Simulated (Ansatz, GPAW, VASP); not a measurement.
## One calculation of ZnS, 4 ways

```
Zn S
1.0
     0.00000    2.70200    2.70200
     2.70200    0.00000    2.70200
     2.70200    2.70200    0.00000
Zn S
1 1
Direct
  0.75000 0.75000 0.75000
  0.00000 0.00000 0.00000
```

Alike in all runs: task single point; functional PBE; k mesh 9 × 9 × 9; occupations gaussian, width 0.015 eV; no spin polarisation; no spin-orbit coupling. Pressure is positive in compression and, in plane waves, holds the error of the finite cutoff, which Ansatz's Pulay term estimates and takes out.

| program and potentials | plane-wave cutoff (eV) | notes | pressure (GPa) |
| --- | --- | --- | --- |
| Ansatz, Ansatz PAW | 420 | Pulay term of +0.07 GPa included | 1.60 |
| VASP, PBE PAW files S, Zn, 520 eV | 520 | - | 1.78 |
| GPAW, GPAW PAW data sets (gpaw-data 1.2.1) | 600 | - | 1.62 |
| Ansatz, all-electron LAPW, scalar-relativistic | - | - | 1.61 |

The pressure spans 1.60 (Ansatz, Ansatz PAW) to 1.78 GPa (VASP, PBE PAW files S, Zn, 520 eV), with all-electron results at 1.61.

The functional is the same throughout but for its coding, so the spread measures potentials, basis and numerics; runs on potential files found faulty are left out.
